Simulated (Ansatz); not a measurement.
# GaN (F-43m) in Ansatz: settings compared

Aim: see how the results for GaN move with the level of theory and the settings. Levels: LDA, BLYP, r2SCAN. Tasks: Born charges and dielectric tensor, band structure.

Everything below comes from runs of Ansatz 0.2.0. Logs are shortened: lines on timing, memory, paths and dates and some standing lists are left out, and cuts for length are marked.

**Experimental background.**

A printed reference work, textbook reports, for a bulk crystal of GaN at 0 K: band gap 3.299 eV (direct).

How close the calculation comes is told below.

### Step 1. The structure

Symmetry: F-43m, No. 216, cubic system. Conventional cell: a = 4.507 Å, b = 4.507 Å, c = 4.507 Å, α = 90.00°, β = 90.00°, γ = 90.00°. Ga (site symmetry -43m) is surrounded by 4 N at 1.95 Å. N (site symmetry -43m) is surrounded by 4 Ga at 1.95 Å.

The cell is a database's computed one.

### Step 2. Born charges and dielectric tensor, LDA

Input file input.yaml:

```yaml
crystal:
  lattice:
    - [0.0, 2.2535006075, 2.2535006075]
    - [2.2535006075, 0.0, 2.2535006075]
    - [2.2535006075, 2.2535006075, 0.0]
  atoms:
    - { symbol: Ga, position: [0.0, 0.0, 0.0] }
    - { symbol: "N", position: [0.25, 0.25, 0.25] }
hamiltonian:
  xc: lda
  pseudopotentials: { kind: paw }
kpoints:
  mp_grid: { grid: [10, 10, 10] }
scf:
  occupations: { method: fixed }
output:
  eigenvalues: true
dielectric:
  method: response
```

Potentials or basis: Ansatz PAW.

On the command line:

```console
$ ansatz run input.yaml --threads 2 --pin off --max-ram 5632MiB --backend cpu --events-out ev --progress --plain --runs-dir out
```

What it wrote:

```text
Warning: RAYON_NUM_THREADS=2 ignored (pool sized by the plan → 2); use --threads N
Engine: ansatz 0.2.0, x86_64-unknown-linux-gnu
Pseudopotentials: kind: paw
Pseudopotential: Ga, paw, valence charge 13, recommended cutoff 420 eV (normal), Ga.paw.azcp
Pseudopotential: N, paw, valence charge 5, recommended cutoff 420 eV (normal), N.paw.azcp
Functional definition: SPW92
  exchange = slater_x
  correlation = pw_c
Crystal: 2 atoms, lattice volume = 22.888 Å³
Basis set: ecut = 420 eV, 459 PW (Γ), exchange–correlation on 48×48×48 points (8 copies of the dense FFT grid, shifted against one another)
Bands: 13, of which v1, the nominal top of the filled ones, is band 9 counted from 1 (8 counted from 0)
Symmetry: 24 space group operations
k-points: 171 of 1000 (irreducible under 4 space group operations, time reversal used)
Non-local potential: Ga, projectors of the file, l = 0: 2, l = 1: 2, l = 2: 3, l = 3: 1
Non-local potential: N, projectors of the file, l = 0: 2, l = 1: 2, l = 2: 1
PAW form: soft (Blöchl's): semilocal exchange-correlation on the pseudo side does not see the compensation charge
PAW frozen core: Ga, regenerated for the run's functional, and the local potential with it (the file was generated under x = pbe(κ = 0.804, μ = 0.2195149727645171), c = pbe(β = 0.06672455060314922))
PAW frozen core: N, regenerated for the run's functional, and the local potential with it (the file was generated under x = pbe(κ = 0.804, μ = 0.2195149727645171), c = pbe(β = 0.06672455060314922))
PAW one-centre angular grid: Ga, 590 points (default); XC on 64 Gauss nodes
PAW one-centre angular grid: N, 110 points (default); XC on 64 Gauss nodes
Initial density: superposition of atomic densities (neutral atoms: chi_scale 0, normalization atom), corrected by the library's trained network
Initial wavefunctions: pseudopotential atomic-orbital guess
Functional: x = slater, c = lda
SCF iter   1: F=—  HF=-4082.078570 eV  |F-HF|=—  |Δ(HF+E_count)|=         —  Δρ=1.33e-2  dr2=3.87e-2  ethr=1.77e-3  ⟨swp⟩=4.3  Hψ=10226  notcnv=0  defer=245
preconditioner: auto → none  [insulator: Δε(μ)=1.625 eV  Ē_g=18.626 eV  n_scr=8 (ndim 8)  ℏωp=32.9 eV  f_vac=0.001  ε∞_Penn≈4.1]
SCF iter   2: F=—  HF=-4082.069480 eV  |F-HF|=—  |Δ(HF+E_count)|=   9.09e-3  Δρ=6.75e-3  dr2=7.46e-3  ethr=2.15e-4  ⟨swp⟩=2.4  Hψ=4566  notcnv=0  defer=340
SCF iter   3: F=—  HF=-4082.067235 eV  |F-HF|=—  |Δ(HF+E_count)|=   2.24e-3  Δρ=1.71e-3  dr2=2.72e-4  ethr=4.15e-5  ⟨swp⟩=2.0  Hψ=3026  notcnv=0  defer=340
SCF iter   4: F=—  HF=-4082.067129 eV  |F-HF|=—  |Δ(HF+E_count)|=   1.06e-4  Δρ=5.96e-4  dr2=2.57e-5  ethr=1.51e-6  ⟨swp⟩=3.0  Hψ=3996  notcnv=0  defer=337
SCF iter   5: F=—  HF=-4082.067114 eV  |F-HF|=—  |Δ(HF+E_count)|=   1.53e-5  Δρ=3.52e-5  dr2=1.46e-7  ethr=1.43e-7  ⟨swp⟩=2.1  Hψ=3669  notcnv=0
SCF iter   6: F=—  HF=-4082.067114 eV  |F-HF|=—  |Δ(HF+E_count)|=   1.25e-7  Δρ=7.80e-6  dr2=6.95e-9  ethr=8.13e-10  ⟨swp⟩=2.3  Hψ=3531  notcnv=0
SCF iter   7: F=—  HF=-4082.067114 eV  |F-HF|=—  |Δ(HF+E_count)|=   1.08e-9  Δρ=1.61e-6  dr2=2.79e-10  ethr=3.86e-11  ⟨swp⟩=2.4  Hψ=3028  notcnv=0
SCF iter   8: F=-4082.067114 eV  HF=-4082.067114 eV  |F-HF|=9.09e-13  |Δ(HF+E_count)|=  3.09e-11  Δρ=4.03e-8  dr2=1.18e-13  ethr=1.00e-12  ⟨swp⟩=2.9  Hψ=6750  notcnv=0
SCF 1 converged in 8 iterations: F = -4082.067114 eV  dr2 = 1.18e-13
NSCF: frozen V_eff on 2 k-points
DFPT response loops at Γ: preconditioner auto → none (the input reference at scf.mixing.eps_inf says where Resta's filter doesn't serve); β = 0.50; Broyden in place of MSR1
── the response to a field inside a basis, on 10×10×10 k-points: an SCF that follows is theirs, and a resumed run solves both again ──
Bands: 10, of which v1, the nominal top of the filled ones, is band 9 counted from 1 (8 counted from 0)
k-points: 110 of 1000 (irreducible under 6 space group operations, time reversal used)
Initial density: handed on by an earlier stage of this run
Initial wavefunctions: pseudopotential atomic-orbital guess (no wavefunctions were taken with the density)
Eigensolver: Dense (110 Hₖ)
SCF iter   1: F=—  HF=-4082.071667 eV  |F-HF|=—  |Δ(HF+E_count)|=         —  Δρ=7.35e-4  dr2=1.99e-5  ethr=1.00e-1
preconditioner: auto → none  [insulator: Δε(μ)=2.051 eV  Ē_g=15.199 eV  n_scr=8 (ndim 8)  ℏωp=32.9 eV  f_vac=0.000  ε∞_Penn≈5.7]
SCF iter   2: F=—  HF=-4082.071667 eV  |F-HF|=—  |Δ(HF+E_count)|=   3.60e-7  Δρ=3.74e-4  dr2=8.00e-6  ethr=1.10e-7
SCF iter   3: F=—  HF=-4082.071669 eV  |F-HF|=—  |Δ(HF+E_count)|=   2.46e-6  Δρ=1.67e-4  dr2=5.00e-6  ethr=4.44e-8
SCF iter   4: F=-4082.071668 eV  HF=-4082.071668 eV  |F-HF|=8.55e-10  |Δ(HF+E_count)|=   1.71e-6  Δρ=1.64e-5  dr2=1.83e-8  ethr=2.78e-8
SCF 1 converged in 4 iterations: F = -4082.071668 eV  dr2 = 1.83e-8
DFPT response loops at Γ: mixed as the last ones told, above
SCF converged after 8 iterations
Free energy (F): -4082.067114 eV
Harris-Foulkes:  -4082.067114 eV  (|F-HF|=9.09e-13)
Internal energy: -4082.067114 eV  (E = F + TS)
E sigma→0 (E₀):  -4082.067114 eV
Fermi energy:    9.279771 eV
--- Per-component energies (eV) ---
  E_band       = -13.125564
  E_kinetic    = 246.492006
  E_local      = -1953.273382  (includes V_loc(G=0)·N_el)
  E_nonlocal   = 477.479930
  E_hartree    = 895.543517
  E_xc         = -127.673399
  E_vxc        = -133.992840  (∫ρ·V_xc dr)
  E_paw        = -2035.009475  (= ΣΔE_a)
  E_vpaw       = -440.918428  (= ΣTr[D̂ρ^β])
  E_aug_tail   = 0.000119  (compensation charges beyond the density's cutoff)
  E_ewald      = -1587.434954
  E_core_change = 1.808524  (= ΣΔE_core)
  E_smearing   = -0.000000  (= −TS)
  E_closure    = -0.000000  (closes the sum)
  Σ components = -4082.067114   (vs F -4082.067114, Δ=0.00e0)
--- Band table (eV; the first three rows and the last of 171) ---
  k-point 0: bands = ["-6.5262", "-4.3060", "-4.3060", "-4.3060", "-3.9908", "-3.9908", "9.2798", "9.2798", "9.2798", "11.0121", "19.3981", "19.3981", "19.3981"]
  k-point 1: bands = ["-6.4160", "-4.2925", "-4.2925", "-4.2643", "-3.9921", "-3.9921", "8.1860", "9.1725", "9.1725", "11.8525", "18.8983", "19.5617", "19.5617"]
  k-point 2: bands = ["-6.1451", "-4.2613", "-4.2613", "-4.0865", "-3.9909", "-3.9909", "6.3673", "8.9060", "8.9060", "12.9034", "18.1283", "19.8277", "19.8277"]
  k-point 170: bands = ["-5.5516", "-4.1735", "-4.1258", "-3.9968", "-3.9752", "-1.9179", "3.4041", "5.2572", "6.3282", "15.4986", "17.1885", "19.1071", "20.8059"]
--- Dielectric response (ions clamped): 3 representative field directions + reference, inside a basis on a mesh of 1000 k-points (Σ response iterations 15) ---
  ε∞ (high-frequency dielectric tensor):
        5.966987    -0.000000     0.000000
       -0.000000     5.966987     0.000000
        0.000000     0.000000     5.966987
  Born effective charges Z* (e; rows j = field, columns β = displacement):
    site 0:
         2.65085    0.00000    0.00000
        -0.00000    2.65085    0.00000
        -0.00000    0.00000    2.65085
    site 1:
        -2.65085   -0.00000   -0.00000
         0.00000   -2.65085   -0.00000
         0.00000   -0.00000   -2.65085
  Z* charge neutrality: 7.524e-4 e pre-enforcement
  solved inside a basis spanned on kpoints, on 10×10×10 k-points, its susceptibility summed on 14×14×14: ε∞ is read to err by 1.8e-2, Z* by 1.4e-2 e (field_mesh: kpoints solves on kpoints); Z* is corrected for what the basis lacks
```

It took 57 s on 2 threads of Intel Xeon at 2.50GHz (Skylake/Cascade Lake), shared host; peak memory 0.51 GiB.

Results:

```yaml
Free_energy: -4082.0671 eV
Band_gap_on_the_k_mesh: 1.73 eV, direct
Electronic_dielectric_tensor_diagonal: 5.97
Born_charges_mean_of_the_diagonal: Ga +2.65; N -2.65 e
```

Electronic dielectric tensor:
```
5.97 0.00 0.00
0.00 5.97 0.00
0.00 0.00 5.97
```

Born effective charge tensors (e):
atom 1, Ga
```
2.65 0.00 0.00
0.00 2.65 0.00
0.00 0.00 2.65
```
atom 2, N
```
-2.65  0.00  0.00
 0.00 -2.65  0.00
 0.00  0.00 -2.65
```

Caveat: the PAW data sets come from PBE, with cores solved anew for the run's functional, which leaves a small shift of forces and pressure.

### Step 3. Band structure, BLYP

Input file input.yaml:

```yaml
crystal:
  lattice:
    - [0.0, 2.2535006075, 2.2535006075]
    - [2.2535006075, 0.0, 2.2535006075]
    - [2.2535006075, 2.2535006075, 0.0]
  atoms:
    - { symbol: Ga, position: [0.0, 0.0, 0.0] }
    - { symbol: "N", position: [0.25, 0.25, 0.25] }
hamiltonian:
  xc: blyp
  pseudopotentials: { kind: paw }
kpoints:
  mp_grid: { grid: [10, 10, 10] }
  band_path:
    path:
      - [[0.0, 0.0, 0.0], [0.5, 0.0, 0.5], [0.5, 0.25, 0.75], [0.375, 0.375, 0.75], [0.0, 0.0, 0.0], [0.5, 0.5, 0.5], [0.625, 0.25, 0.625], [0.5, 0.25, 0.75], [0.5, 0.5, 0.5], [0.375, 0.375, 0.75]]
      - [[0.625, 0.25, 0.625], [0.5, 0.0, 0.5]]
    npoints: 14
scf:
  occupations: { method: fermi_dirac, width: 0.05 }
  n_extra_bands: 6
output:
  forces: true
  stress: true
  eigenvalues: true
  fatbands: false
  write_density: true
  write_potential: true
  elf: true
  volumetric_format: npy
```

Potentials or basis: Ansatz PAW.

On the command line:

```console
$ ansatz run input.yaml --threads 2 --pin off --max-ram 5632MiB --backend cpu --events-out ev --progress --plain --runs-dir out
```

Run time: 5.6 s. Hardware: 2 threads of Intel Xeon at 2.50GHz (Skylake/Cascade Lake), shared host; peak memory 0.33 GiB.

The run converged. Its results:

- Free energy: -4179.0454 eV
- Pressure: 10.6 GPa
- Band gap on the k mesh: 1.82 eV, direct
- Band gap along the path: 1.82 eV, direct

Levels at the corners of the path, in eV from the valence-band top:
```csv
point,band 6,band 7,band 8,band 9,band 10,band 11,band 12,band 13
Γ,-13.32,0.00,0.00,0.00,1.82,10.32,10.32,10.32
X,-11.51,-6.10,-2.66,-2.66,3.61,6.69,11.86,13.94
W,-11.24,-5.70,-3.61,-3.55,6.43,8.25,10.34,11.38
K,-11.36,-5.85,-4.15,-2.14,5.21,7.81,11.21,12.85
Γ,-13.32,0.00,0.00,0.00,1.82,10.32,10.32,10.32
L,-11.97,-6.95,-0.96,-0.96,4.68,8.88,10.43,10.43
U,-11.36,-5.85,-4.15,-2.14,5.21,7.81,11.21,12.85
W,-11.24,-5.70,-3.61,-3.55,6.43,8.25,10.34,11.38
L,-11.97,-6.95,-0.96,-0.96,4.68,8.88,10.43,10.43
K,-11.36,-5.85,-4.15,-2.14,5.21,7.81,11.21,12.85
U,-11.36,-5.85,-4.15,-2.14,5.21,7.81,11.21,12.85
X,-11.51,-6.10,-2.66,-2.66,3.61,6.69,11.86,13.94
```

Caveat: the pressure holds a Pulay correction of +0.6 GPa for the finite cutoff; the PAW data sets come from PBE, with cores solved anew for the run's functional, which leaves a small shift of forces and pressure.

### Step 4. Band structure, r2SCAN

Changes to input.yaml since step 3:

```diff
@@ -9,3 +9,3 @@
 hamiltonian:
-  xc: blyp
+  xc: r2scan
   pseudopotentials: { kind: paw }
@@ -25,3 +25,3 @@
   eigenvalues: true
-  fatbands: false
+  fatbands: true
   write_density: true
```

Potentials or basis: Ansatz PAW.

On the command line:

```console
$ ansatz run input.yaml --threads 2 --pin off --max-ram 5632MiB --backend cpu --events-out ev --progress --plain --runs-dir out
```

What it wrote:

```text
Warning: RAYON_NUM_THREADS=2 ignored (pool sized by the plan → 2); use --threads N
scf.n_extra_bands = 6 over 9 filled bands (N_el = 18.0): the run solves 15 bands
[... 2 set-up lines as earlier in the session ...]
Pseudopotential: Ga, paw, valence charge 13, recommended cutoff 500 eV (meta_gga), Ga.paw.azcp
Pseudopotential: N, paw, valence charge 5, recommended cutoff 500 eV (meta_gga), N.paw.azcp
Functional definition: r2SCAN
  parameter k0 = 0.174
  parameter k1 = 0.065
  parameter a1 = 4.9479
  exchange = r2scan_x(k0 = k0, k1 = k1, a1 = a1)
  correlation = r2scan_c
Crystal: 2 atoms, lattice volume = 22.888 Å³
Basis set: ecut = 500 eV, 561 PW (Γ), exchange–correlation on 96×96×96 points (64 copies of the dense FFT grid, shifted against one another)
Bands: 15, of which v1, the nominal top of the filled ones, is band 9 counted from 1 (8 counted from 0)
[... 1 set-up line as earlier in the session ...]
Space group: F-43m (ITA 216), of the structure as read, at distance tolerance 2.8e-5 Å
k-points: 47 of 1000 (time reversal used)
[... 3 set-up lines as earlier in the session ...]
PAW frozen core: Ga, regenerated for the run's functional (the file was generated under x = pbe(κ = 0.804, μ = 0.2195149727645171), c = pbe(β = 0.06672455060314922))
PAW frozen core: N, regenerated for the run's functional (the file was generated under x = pbe(κ = 0.804, μ = 0.2195149727645171), c = pbe(β = 0.06672455060314922))
PAW one-centre angular grid: Ga, 590 points (default); XC on 160 Gauss nodes
PAW one-centre angular grid: N, 302 points (default); XC on 160 Gauss nodes
[... 2 set-up lines as earlier in the session ...]
Functional: x = r2scan, c = r2scan; τ floored in thin density (d = 2e-4 eV/Å³)
SCF iter   1: F=—  HF=-4176.341423 eV  |F-HF|=—  |Δ(HF+E_count)|=         —  Δρ=1.24e-2  dr2=1.34e-2  dr2_τ=9.34e-2  ethr=1.77e-3  ⟨swp⟩=4.7  Hψ=3442  notcnv=0  defer=18
preconditioner: auto → none  [insulator: Δε(μ)=2.094 eV  Ē_g=22.740 eV  σ=0.050 eV  W_gap=1.00  n_scr=8 (ndim 8)  ℏωp=32.9 eV  f_vac=0.001  D(μ)=0.00/eV (n_scr^D=0)  ε∞_Penn≈3.1]
SCF iter   2: F=—  HF=-4176.372427 eV  |F-HF|=—  |Δ(HF+E_count)|=   3.10e-2  Δρ=4.54e-3  dr2=2.95e-3  dr2_τ=1.07e-4  ethr=7.42e-5  ⟨swp⟩=2.0  Hψ=1719  notcnv=0  defer=67
SCF iter   3: F=—  HF=-4176.372508 eV  |F-HF|=—  |Δ(HF+E_count)|=   8.11e-5  Δρ=3.15e-3  dr2=7.40e-4  dr2_τ=6.28e-5  ethr=1.64e-5  ⟨swp⟩=2.0  Hψ=1208  notcnv=0  defer=67
SCF iter   4: F=—  HF=-4176.372605 eV  |F-HF|=—  |Δ(HF+E_count)|=   9.62e-5  Δρ=7.59e-4  dr2=1.02e-4  dr2_τ=3.11e-5  ethr=4.11e-6  ⟨swp⟩=2.9  Hψ=1056  notcnv=0  defer=67
SCF iter   5: F=—  HF=-4176.372594 eV  |F-HF|=—  |Δ(HF+E_count)|=   1.03e-5  Δρ=1.44e-4  dr2=4.54e-6  dr2_τ=2.50e-7  ethr=5.69e-7  ⟨swp⟩=2.3  Hψ=868  notcnv=0  defer=67
SCF iter   6: F=—  HF=-4176.372594 eV  |F-HF|=—  |Δ(HF+E_count)|=   7.17e-7  Δρ=9.91e-5  dr2=2.18e-6  dr2_τ=1.21e-7  ethr=2.52e-8  ⟨swp⟩=2.1  Hψ=889  notcnv=0  defer=67
SCF iter   7: F=—  HF=-4176.372593 eV  |F-HF|=—  |Δ(HF+E_count)|=   2.95e-7  Δρ=4.76e-5  dr2=5.06e-7  dr2_τ=5.25e-9  ethr=1.21e-8  ⟨swp⟩=1.0  Hψ=638  notcnv=0  defer=67
SCF iter   8: F=-4176.372593 eV  HF=-4176.372593 eV  |F-HF|=1.50e-8  |Δ(HF+E_count)|=   9.24e-8  Δρ=1.00e-5  dr2=2.37e-8  dr2_τ=1.96e-10  ethr=5.56e-10  ⟨swp⟩=9.7  Hψ=4101  notcnv=0
SCF 1 converged in 8 iterations: F = -4176.372593 eV  dr2 = 2.37e-8
NSCF: frozen V_eff on 142 k-points
SCF converged after 8 iterations
Free energy (F): -4176.372593 eV
Harris-Foulkes:  -4176.372593 eV  (|F-HF|=1.50e-8)
Internal energy: -4176.372593 eV  (E = F + TS)
E sigma→0 (E₀):  -4176.372593 eV
Fermi energy:    10.481421 eV
--- Per-component energies (eV) ---
  E_band       = -16.512880
  E_kinetic    = 246.821631
  E_local      = -1953.234490  (includes V_loc(G=0)·N_el)
  E_nonlocal   = 476.354466
  E_hartree    = 900.711396
  E_xc         = -121.675216
  E_vxc        = -143.506986  (∫ρ·V_xc dr)
  E_paw        = -2137.232767  (= ΣΔE_a)
  E_vpaw       = -452.215855  (= ΣTr[D̂ρ^β])
  E_aug_tail   = -0.000024  (compensation charges beyond the density's cutoff)
  E_vtau       = 7.847306  (kinetic-family band-sum trace: ∫τ·v_τ [+ j·A + Jᵃ·Aᵃ] dr)
  E_ewald      = -1587.434954
  E_core_change = -0.682634  (= ΣΔE_core)
  E_smearing   = -0.000000  (= −TS)
  E_closure    = -0.000000  (closes the sum)
  Σ components = -4176.372593   (vs F -4176.372593, Δ=0.00e0)
--- Forces (eV/Å), atoms counted from 1 ---
  atom   1  Ga     0.00000000    -0.00000000    -0.00000000
  atom   2  N     -0.00000000     0.00000000    -0.00000000
  max |Σ_I F_I| component: 5.55e-17 eV/Å
--- Stress (GPa, compression-positive) ---
       -1.178881      -0.000000      -0.000000
       -0.000000      -1.178881       0.000000
       -0.000000       0.000000      -1.178881
  P = ⅓ Tr σ = -1.1789 GPa (-11.789 kbar)
--- Band table (eV; the first three rows and the last of 47) ---
  k-point 0: bands = ["-7.3547", "-4.5171", "-4.5171", "-4.5171", "-4.1751", "-4.1751", "9.3739", "9.3739", "9.3739", "11.5015", "20.3967", "20.3967", "20.3967", "27.9344", "29.0658"]
  k-point 1: bands = ["-7.2457", "-4.5030", "-4.5030", "-4.4757", "-4.1763", "-4.1763", "8.2805", "9.2647", "9.2647", "12.3554", "19.8971", "20.5664", "20.5664", "27.6108", "27.6108"]
  k-point 2: bands = ["-6.9682", "-4.4701", "-4.4701", "-4.3106", "-4.1749", "-4.1749", "6.4152", "8.9954", "8.9954", "13.4957", "19.1136", "20.8287", "20.8287", "26.6134", "26.8304"]
  k-point 46: bands = ["-6.2050", "-4.3563", "-4.3185", "-4.1850", "-4.1486", "-2.3913", "3.5583", "5.6876", "5.7574", "15.6940", "18.2969", "20.8134", "21.3408", "25.3731", "30.1182"]
```

It took 9.7 s on 2 threads of Intel Xeon at 2.50GHz (Skylake/Cascade Lake), shared host; peak memory 0.4 GiB.

What came out:

```
Free energy             : -4176.3726 eV
Pressure                : -1.2 GPa
Band gap on the k mesh  : 2.13 eV, direct
Band gap along the path : 2.13 eV, direct
```

Levels at the corners of the path, in eV from the valence-band top:
```csv
point,band 5,band 6,band 7,band 8,band 9,band 10,band 11,band 12,band 13,band 14
Γ,-13.55,-13.55,0.00,0.00,0.00,2.13,11.02,11.02,11.02,18.56
X,-13.47,-12.02,-6.21,-2.78,-2.78,3.77,7.26,12.59,14.95,14.95
W,-13.54,-11.74,-5.76,-3.79,-3.69,6.73,9.14,10.96,11.86,16.21
K,-13.51,-11.85,-5.94,-4.34,-2.23,5.47,8.55,11.89,13.68,14.41
Γ,-13.55,-13.55,0.00,0.00,0.00,2.13,11.02,11.02,11.02,18.56
L,-13.50,-12.40,-7.15,-1.00,-1.00,5.18,9.45,11.00,11.00,16.52
U,-13.51,-11.85,-5.94,-4.34,-2.23,5.47,8.55,11.89,13.68,14.41
W,-13.54,-11.74,-5.76,-3.79,-3.69,6.73,9.14,10.96,11.86,16.21
L,-13.50,-12.40,-7.15,-1.00,-1.00,5.18,9.45,11.00,11.00,16.52
K,-13.51,-11.85,-5.94,-4.34,-2.23,5.47,8.55,11.89,13.68,14.41
U,-13.51,-11.85,-5.94,-4.34,-2.23,5.47,8.55,11.89,13.68,14.41
X,-13.47,-12.02,-6.21,-2.78,-2.78,3.77,7.26,12.59,14.95,14.95
```

Caveat: the PAW data sets come from PBE, with cores solved anew for the run's functional, which leaves a small shift of forces and pressure.

### Step 5. Overview

```csv
task,level,cutoff (eV),smearing,points for each segment of the path,gap on the mesh (eV),pressure (GPa)
Born charges and dielectric tensor,LDA,420,fixed,-,1.73,-
band structure,BLYP,420,fermi-dirac 0.05 eV,14,1.82,10.6
band structure,r2SCAN,500,fermi-dirac 0.05 eV,14,2.13,-1.2
```

Alike in all rows: potentials or basis Ansatz PAW; no spin polarisation; cell as given; k mesh 10 × 10 × 10.

On the cell as given the gap runs from 1.73 eV (LDA) to 2.13 eV (r2SCAN).

Caveats: the PAW data sets come from PBE, with cores solved anew for the run's functional, which leaves a small shift of forces and pressure.

Absolute energies hang on the potentials; compare differences alone.

### Step 6. Against experiment

Step 2. A measured gap of GaN is 3.299 eV (direct; 0 K; a printed reference work, textbook); the calculated 1.73 eV misses it by -1.57 eV. Spin-orbit coupling on Ga is left out. The value is that of LDA, without temperature or zero-point motion. Semilocal functionals fall short of measured gaps as a rule. The cell is a database's relaxed one, not the measured one, which moves gaps too.

Step 3. Against the measured gap of GaN, 3.299 eV (direct; 0 K; a printed reference work, textbook), the calculated 1.82 eV is off by -1.48 eV. Spin-orbit coupling on Ga is left out. The value is that of BLYP, without temperature or zero-point motion. Semilocal functionals fall short of measured gaps as a rule. The cell is a database's relaxed one, not the measured one, which moves gaps too.

Step 4. Against the measured gap of GaN, 3.299 eV (direct; 0 K; a printed reference work, textbook), the calculated 2.13 eV is off by -1.17 eV. Spin-orbit coupling on Ga is left out. The value is that of r2SCAN, without temperature or zero-point motion. The cell is a database's relaxed one, not the measured one, which moves gaps too.
